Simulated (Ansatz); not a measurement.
**InSb: do energies and stresses tell the same story?**

These are results of DFT PBEsol, scalar-relativistic, plane waves, PAW (Ansatz), not measurements.

Cutoff 420 eV; k points 12×12×12 on the computed 2-atom cell (Γ-centred); Gaussian smearing, width 0.10 eV; no spin polarisation.

Relaxed cell: F-43m, a = 6.520 Å, b = 6.520 Å, c = 6.520 Å, α = 90.00°, β = 90.00°, γ = 90.00°, 2 atoms in the primitive cell.

Energies at zero smearing and pressures from the stress tensor, at volumes with shape and atoms relaxed:
```json
{"V (Å³/atom)": "30.486", "E − E(first) (meV/atom)": "0.00", "P (GPa)": "7.40"}
{"V (Å³/atom)": "31.526", "E − E(first) (meV/atom)": "-40.06", "P (GPa)": "5.03"}
{"V (Å³/atom)": "32.565", "E − E(first) (meV/atom)": "-66.05", "P (GPa)": "3.05"}
{"V (Å³/atom)": "33.604", "E − E(first) (meV/atom)": "-80.27", "P (GPa)": "1.38"}
{"V (Å³/atom)": "34.644", "E − E(first) (meV/atom)": "-84.56", "P (GPa)": "-0.02"}
{"V (Å³/atom)": "35.683", "E − E(first) (meV/atom)": "-80.51", "P (GPa)": "-1.19"}
{"V (Å³/atom)": "36.722", "E − E(first) (meV/atom)": "-69.48", "P (GPa)": "-2.18"}
{"V (Å³/atom)": "38.108", "E − E(first) (meV/atom)": "-45.84", "P (GPa)": "-3.25"}
```

Task: Check P = −dE/dV between neighbouring volumes, and get the bulk modulus from the pressures alone.

Result: With 1 eV/Å³ = 160.2 GPa:
```csv
middle V (Å³/atom),−ΔE/ΔV (GPa),mean P (GPa)
31.006,6.175,6.213
32.045,4.007,4.039
33.085,2.193,2.216
34.124,0.661,0.681
35.163,-0.624,-0.607
36.203,-1.701,-1.687
37.415,-2.733,-2.712
```

The two differ by 0.04 GPa at most. The mean of two end pressures misses the average over a step by about ΔV² P″/12, up to 0.03 GPa here; with that taken off 0.00 GPa remains. Around V = 34.644 Å³/atom, the two neighbours give B = −V ΔP/ΔV = 34.644 × 2.58 / 2.079 = 42.9 GPa, against B0 = 42.7 GPa from the Birch–Murnaghan fit of the energies.